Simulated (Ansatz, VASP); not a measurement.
**Two plane-wave programs on IrO2**

```
Ir O
1.0
     4.50531    0.00000    0.00000
     0.00000    4.50531    0.00000
     0.00000    0.00000    3.17671
Ir O
2 4
Direct
  0.50000 0.50000 0.50000
  0.00000 0.00000 0.00000
  0.69134 0.69134 0.00000
  0.80866 0.19134 0.50000
  0.30866 0.30866 0.00000
  0.19134 0.80866 0.50000
```

Alike in both runs: task single point; functional PBE; dispersion D3(BJ); k mesh 4 × 4 × 6; occupations gaussian, width 0.1 eV; no spin polarisation.

|  | VASP | Ansatz |
| --- | --- | --- |
| version | VASP 6.6.1 | Ansatz 0.2.0 |
| potentials or method | VASP PAW PBE potentials, release 64 (Ir, O) | scalar-relativistic, plane waves, PAW |
| plane-wave cutoff (eV) | 520 | 420 |
| valence electrons in the cell | 42 | 58 |

|  | VASP | Ansatz | Ansatz less VASP |
| --- | --- | --- | --- |
| gap on the k mesh at the Fermi level (eV) | none | none | - |
| pressure (GPa) | 1.7 | -0.7 | -2.43 |
| largest component of the traceless stress (GPa) | 0.47 | 0.10 | -0.374 |

A gap of «none» marks a metal or a gap that the smearing closes. The functional is the same, so the differences come from potentials, cutoffs and numerics. The two sets of potentials don't hold the same shells in valence.

Caveats: pairwise dispersion overbinds metals, which lowers pressure and volume. Spin-orbit coupling is left out, which matters for the levels of Ir.
